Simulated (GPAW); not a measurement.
Wanted: an ASE script for a GPAW 26.7.0 run.

* Task: single point
* Functional: PBE
* Potentials or basis: GPAW PAW data sets (gpaw-data 1.2.1)
* Cutoff: 600 eV
* Basis: pw
* k mesh: 11 × 11 × 11
* Occupations: gaussian, width 0.016 eV
* Spin: no spin polarisation
* Maxiter: 150

The system is Ti.

```xyz
1
Lattice="-1.6410 1.6410 1.6410 1.6410 -1.6410 1.6410 1.6410 1.6410 -1.6410" Properties=species:S:1:pos:R:3 pbc="T T T"
Ti    0.0000    0.0000    0.0000
```

This isn't the form of Ti at room conditions, which is hcp.

One way to write it, as run:

run.py

```python
from ase import Atoms
from ase.dft.bandgap import bandgap
from ase.io import write
from ase.units import GPa
from gpaw import GPAW, PW

atoms = Atoms(['Ti'],
              cell=[[-1.641, 1.641, 1.641],
                    [1.641, -1.641, 1.641],
                    [1.641, 1.641, -1.641]],
              scaled_positions=[[0.0, 0.0, 0.0]],
              pbc=True)

calc = GPAW(mode=PW(600),
            xc='PBE',
            kpts={'size': (11, 11, 11), 'gamma': True},
            occupations={'name': 'methfessel-paxton', 'order': 0, 'width': 0.016},
            nbands=14,
            convergence={'density': 1e-05, 'energy': 1e-05},
            maxiter=150,
            txt='gpaw.txt')
atoms.calc = calc
energy = atoms.get_potential_energy()
forces = atoms.get_forces()
stress = atoms.get_stress()
calc.write('gs.gpw')
write('result.traj', atoms)
print(f'Energy: {energy:.6f} eV')
print('Forces (eV/A):')
print(forces.round(4))
print('Stress (GPa):', (stress / GPa).round(3))
print('Fermi level:', round(calc.get_fermi_level(), 4), 'eV')
print(f'Gap: {bandgap(calc)[0]:.4f} eV, direct: {bandgap(calc, direct=True)[0]:.4f} eV')
```

Potentials or basis: GPAW PAW data sets (gpaw-data 1.2.1), pw.

The run is started by

```sh
$ OMP_NUM_THREADS=1 python run.py
```

Results of the run:

```yaml
Pressure: -3.4 GPa
Band_gap_on_the_k_mesh: none (metal or under the smearing width)
```

It took 13 s on 1 thread of Arm Neoverse V1, on a shared host, peak memory 0.13 GiB.
